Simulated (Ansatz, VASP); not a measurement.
# Two plane-wave programs on PbS

```
CELL_PARAMETERS angstrom
0.00000 2.96500 2.96500
2.96500 0.00000 2.96500
2.96500 2.96500 0.00000
ATOMIC_POSITIONS crystal
Pb 0.00000 0.00000 0.00000
S 0.50730 0.50730 0.50730
```

Change from the starting cell: all S atoms moved +0.075 Å, as atom 2 along Cartesian [1 1 1].

Alike in both runs: task single point; functional PBEsol; k mesh 10 × 10 × 10; occupations gaussian, width 0.03 eV; no spin polarisation.

|  | VASP | Ansatz |
| --- | --- | --- |
| version | VASP 6.6.1 | Ansatz 0.2.0 |
| potentials or method | VASP PAW PBE potentials, release 64 (Pb_d, S) | scalar-relativistic, plane waves, PAW |
| plane-wave cutoff (eV) | 520 | 420 |
| valence electrons in the cell | 20 | 20 |

Ansatz gave:

```
gap on the k mesh at the Fermi level (eV) : 0.28
least direct gap on the mesh (eV)         : 0.28
pressure (GPa)                            : -0.7
rms of the force components (eV/Å)        : 0.018
```

Question: Estimate VASP's values.

Answer: gap on the k mesh at the Fermi level (eV): 0.29; least direct gap on the mesh (eV): 0.29; pressure (GPa): -0.8; rms of the force components (eV/Å): 0.018.

Atom by atom the forces differ by 0.001 eV/Å (rms over components). With one functional, cell and mesh, what is left measures potentials, basis and numerics.

Caveats: the PAW data sets were made with another functional, which shifts forces and pressure a little (VASP); spin-orbit coupling is left out, which as a rule narrows the gap of such compounds by several tenths of an eV.
